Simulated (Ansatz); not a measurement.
The reference is Ti3SiC2 (space group P6_3/mmc, No. 194).

```
Ti3SiC2
1.0
    3.06728     0.00000     0.00000
   -1.53364     2.65635     0.00000
    0.00000     0.00000    17.67556
Ti Si C
6 2 4
Direct
  0.00000   0.00000   0.00000
  0.00000   0.00000   0.50000
  0.33333   0.66667   0.13514
  0.66667   0.33333   0.63514
  0.66667   0.33333   0.86486
  0.33333   0.66667   0.36486
  0.00000   0.00000   0.25000
  0.00000   0.00000   0.75000
  0.33333   0.66667   0.57250
  0.66667   0.33333   0.07250
  0.66667   0.33333   0.42750
  0.33333   0.66667   0.92750
```

Cartesian axes are those of the cell as printed.

Level of theory: DFT with r2SCAN, PAW potentials and a 500 eV plane-wave cutoff in Ansatz (a program for electronic structure), no spin-orbit coupling.

Now apply this change: every lattice vector is shortened by 1.17 %; the atoms relax in the strained cell.

Problem. Predict the stress tensor and what it implies for the stiffness.

Solution. Stress of the strained cell less that of the base (GPa, compression positive):
```
    7.3     0.0     0.0
    0.0     7.3     0.0
    0.0     0.0     7.5
```

Then B = −ΔP/(ΔV/V₀) with ΔV/V₀ = -0.0347 gives secant stiffness values (nonlinear terms included at this strain): B (at held cell shape, above the free-shape value) ≈ 212 GPa.

As a check, the harmonic strain energy −½ V₀ Δσ:ε is 9.7 meV/atom; the computed energy rise is 9.3 meV/atom.

Stability against distortions was not tested. The final runs are not spin-polarised.
